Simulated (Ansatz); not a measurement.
Crystal: P.

```
P
1.0
     1.64774   -5.46504    0.00000
     1.64774    5.46504    0.00000
     0.00000    0.00000    4.54364
P
4
Direct
  0.90414 0.09586 0.58882
  0.09586 0.90414 0.41118
  0.59586 0.40414 0.08882
  0.40414 0.59586 0.91118
```

Base run:

| Property | Result |
| --- | --- |
| Program | Ansatz 0.2.0 |
| Functional | PBE |
| Potentials or basis | all-electron LAPW, scalar-relativistic |
| Cutoff | 221 eV (chosen from the basis error) |
| Basis error allowed | 0.002 eV/atom |
| k mesh | 8 × 8 × 6 |
| Occupations | fermi-dirac, width 0.05 eV |
| Spin | no spin polarisation |

Its results: band gap on the k mesh 0.10 eV, direct; pressure 2.0 GPa; largest force 0.335 eV/Å.

Problem. The run is repeated on the same cell with these changes: functional from PBE to PBEsol. What comes out?

Solution. Band gap on the k mesh 0.01 eV, direct; pressure -0.6 GPa; largest force 0.294 eV/Å.

PBEsol binds more tightly than PBE, so the same cell stands under less pressure.
